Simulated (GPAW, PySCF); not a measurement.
## PbS: programs and potentials compared

```
Pb S
1.0
     0.00000    2.96575    2.96575
     2.96575    0.00000    2.96575
     2.96575    2.96575    0.00000
Pb S
1 1
Direct
  0.00000 0.00000 0.00000
  0.50000 0.50000 0.50000
```

Alike in all runs: task band structure; functional PBE; k mesh 6 × 6 × 6; occupations fermi-dirac, width 0.05 eV; no spin polarisation; no spin-orbit coupling. Pressure is positive in compression and, in plane waves, holds the error of the finite cutoff. Gaps are the smaller of the mesh's and the band path's.

```tsv
program and potentials	plane-wave cutoff (eV)	notes	band gap (eV)	pressure (GPa)
GPAW, GPAW PAW data sets (gpaw-data 1.2.1), newer versions	600	10 valence electrons an atom on average	0.31	1.99
PySCF, DZVP-MOLOPT-SR/GTH-PBE (potentials made for PBE)	-	atomic basis; 5 valence electrons an atom on average	0.36	-
GPAW, PAW data sets generated for this functional	600	10 valence electrons an atom on average	0.31	1.95
```

The band gap spans 0.31 (GPAW, PAW data sets generated for this functional) to 0.36 eV (PySCF, DZVP-MOLOPT-SR/GTH-PBE (potentials made for PBE)). The pressure spans 1.95 (GPAW, PAW data sets generated for this functional) to 1.99 GPa (GPAW, GPAW PAW data sets (gpaw-data 1.2.1), newer versions). Spin-orbit coupling, left out here, moves the band edges of heavy atoms. Rows in atomic bases carry the error of their basis and grid, which can be large.

Differences between rows come from potentials, basis sets and numerical settings, since the functional is the same but for its coding. Runs on potential files found faulty are left out.

The two GPAW data sets give the same gap, 0.31 eV, and nearly the same pressure, so the choice between them hardly matters here. The slightly larger PySCF gap may reflect either its local basis or the Pb semicore d shell being left in the core.

PbS is a narrow-gap semiconductor with its direct gap at L. There the filled Pb s states push up the S p valence edge by antibonding mixing, while the conduction edge is mainly Pb p. The computed gaps lie close to experiment, but this is probably a cancellation of errors: PBE tends to underestimate the gap, whereas spin-orbit coupling, by lowering the Pb p conduction edge, would narrow it markedly. The agreement therefore doesn't show that PBE describes the band edges well.

The positive pressures suggest that PBE favours a somewhat larger cell, in line with its usual underbinding. Since the gap of PbS shrinks under compression, contrary to most semiconductors, relaxing the lattice would probably widen it.
